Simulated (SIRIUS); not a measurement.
Crystal: Ir.

```
Ir
1.0
     2.70907    0.00000    0.00000
     1.35453    2.34612    0.00000
     1.35453    0.78204    2.21194
Ir
1
Cartesian
  0.0000 0.0000 0.0000
```

```yaml
Program: SIRIUS 7.10.0
Task: relaxation of cell and atoms
Functional: RPBE
Dispersion: D3(BJ)
Potentials_or_basis: PseudoDojo 0.4.1 PBE standard (scalar relativistic)
Cutoff: 937 eV
Density_cutoff: 3749 eV
k_mesh: 8 × 8 × 8
Occupations: fermi-dirac, width 0.05 eV
Spin: no spin polarisation
```

At the start: pressure -32.6 GPa; volume 14.06 Å³/atom.

Question: Where does the relaxation end?

Answer: Over 4 steps the energy falls by 116.6 meV/atom and the volume is 13.00 Å³/atom (-7.5 %); space group Fm-3m (No. 225, to 0.05 Å).

The path:
```csv
step,energy change (eV),largest force (eV/Å),pressure (GPa),volume (Å³)
1,0.0000,0.0000,-32.64,14.06
2,-0.0756,0.0000,24.40,12.43
3,-0.1162,0.0000,-2.38,13.06
4,-0.1166,0.0000,-0.14,13.00
```

Final structure:
```cif
data_structure
_symmetry_space_group_name_H-M 'P 1'
_symmetry_Int_Tables_number 1
_cell_length_a 2.6392
_cell_length_b 2.6392
_cell_length_c 2.6392
_cell_angle_alpha 60.000
_cell_angle_beta 60.000
_cell_angle_gamma 60.000
_cell_volume 13.00
loop_
_atom_site_label
_atom_site_type_symbol
_atom_site_fract_x
_atom_site_fract_y
_atom_site_fract_z
_atom_site_occupancy
Ir1 Ir 0.00000 0.00000 0.00000 1
```

Caveat: the potentials were made for another functional, which shifts forces and pressure; pairwise dispersion overbinds metals, which lowers pressure and volume.
